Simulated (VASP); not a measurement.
Input of a VASP 6.6.1 run:

INCAR

```
PREC = Accurate
ENCUT = 600
EDIFF = 1E-6
ISMEAR = 0
SIGMA = 0.05
LREAL = F
LASPH = T
NELM = 80
ALGO = Fast
ISIF = 3
LWAVE = F
LCHARG = F
GGA = PE
IBRION = 2
NSW = 40
EDIFFG = -0.01
```

Contents of KPOINTS:

```
regular mesh
0
Gamma
  6 6 20
```

Contents of POSCAR:

```
C
1.0
    4.2551700000      0.0000000000      0.0000000000
    0.0000000000      4.2551700000      0.0000000000
    0.0000000000      0.0000000000      1.2822900000
C
1
Direct
    0.5000000000      0.5000000000      0.5000000000
```

Potentials or basis: VASP PAW PBE potentials, release 64 (C).

The run is started by

```bash
$ cat potpaw_PBE.64/C/POTCAR > POTCAR
$ mpirun -np 1 vasp_std > vasp.out
```

Problem. What does it give for the space group after relaxing (to 0.05 Å)?

Solution. P4/mmm (No. 123).

Problem. What does it give for the band gap on the k mesh?

Solution. None (metal or under the smearing width).

Problem. What does it give for the relaxed volume?

Solution. 15.46 Å³/atom.

Problem. What does it give for the relaxed cell?

Solution. a = 3.472 Å, b = 3.472 Å, c = 1.283 Å, α = 90.00°, β = 90.00°, γ = 90.00°.

Final structure:
```
CELL_PARAMETERS angstrom
3.47163 0.00000 0.00000
0.00000 3.47163 0.00000
0.00000 0.00000 1.28292
ATOMIC_POSITIONS crystal
C 0.50000 0.50000 0.50000
```

Caveat: the volume moved by over 15 % at a fixed basis, so the end points are rough.
